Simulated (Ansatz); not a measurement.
Here is an Ansatz 0.2.0 calculation.

File input.yaml:

```yaml
crystal:
  lattice:
    - [-1.602103413, 1.602103413, 2.08339225]
    - [1.602103413, -1.602103413, 2.08339225]
    - [1.602103413, 1.602103413, -2.08339225]
  atoms:
    - { symbol: Fe, position: [0.0, 0.0, 0.0], spin: 3.0 }
    - { symbol: O, position: [0.5, 0.5, 0.0] }
hamiltonian:
  xc: pbe
  pseudopotentials: { kind: paw }
magnetization:
  spin_polarized: true
kpoints:
  mp_grid: { grid: [12, 12, 12] }
scf:
  occupations: { method: fermi_dirac, width: 0.05 }
output:
  forces: true
  stress: true
  eigenvalues: true
```

Potentials or basis: Ansatz PAW.

The run is started by

```console
$ ansatz run input.yaml --threads 2 --pin off --max-ram 5632MiB --backend cpu --events-out ev --progress --plain --runs-dir out
```

(1) Estimate the absolute moment.

(2) Estimate the site moments.

Results:

(1) 4.01 μB per cell.

(2) Fe +3.40; O +0.31 μB.

Caveat: a cell with one magnetic atom can't hold antiferromagnetic order, which such compounds often take; semilocal functionals often make such compounds metallic where correlation or magnetic order opens a gap, which also shifts bond lengths.
